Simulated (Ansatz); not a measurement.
The system is BAs.

```xyz
2
Lattice="2.1275 0.0000 0.0000 0.0000 3.1741 0.0000 0.0000 0.0000 4.9510" Properties=species:S:1:pos:R:3 pbc="T T T"
B     0.0000    1.5870    0.0000
As    1.0638    1.5870    2.4755
```

The cell was built by a generator and needn't be a form met in nature.

```yaml
Program: Ansatz 0.2.0
Task: relaxation of cell and atoms
Functional: RPBE
Dispersion: D4
Potentials_or_basis: Ansatz PAW
Cutoff: "420 eV (not typed: the program's choice for these potentials)"
k_mesh: 12 × 8 × 6
Occupations: fermi-dirac, width 0.05 eV
Spin: no spin polarisation
```

At the start: volume 16.72 Å³/atom.

Q: Where does the relaxation end?

A: It ends after 21 steps and the volume is 13.93 Å³/atom (-16.7 %); space group Pmmm (No. 47, to 0.05 Å).

The path:
```tsv
step	energy change (eV)	largest force (eV/Å)	volume (Å³)
1	0.0000	0.0000	33.43
2	-0.4439	0.0000	31.74
3	-0.8597	0.0000	30.43
4	-1.1359	0.0000	29.34
5	-1.4516	0.0000	27.77
6	-1.6467	0.0000	26.74
7	-1.6577	0.0000	26.81
8	-1.6583	0.0000	27.72
9	-1.6660	0.0000	27.36
10	-1.6680	0.0000	27.33
11	-1.6716	0.0000	27.40
12	-1.6743	0.0000	27.51
13	-1.6764	0.0000	27.60
14	-1.6764	0.0000	27.61
15	-1.6764	0.0000	27.61
16	-1.7024	0.0000	27.61
17	-1.7059	0.0000	27.77
18	-1.7066	0.0000	27.86
19	-1.7067	0.0000	27.86
20	-1.7067	0.0000	27.85
21	-1.7068	0.0000	27.85
```

Final structure:
```
CELL_PARAMETERS angstrom
2.71868 0.00000 0.00000
0.00000 2.39704 0.00000
0.00000 0.00000 4.27399
ATOMIC_POSITIONS crystal
B 0.00000 0.50000 0.00000
As 0.50000 0.50000 0.50000
```

Caveat: the volume moved by over 15 % at a fixed basis, so the end points are rough; the plane-wave basis is chosen anew once the cell has moved, so the energies of steps on either side of that aren't comparable; the PAW data sets come from PBE, with cores solved anew for the run's functional, which leaves a small shift of forces and pressure.
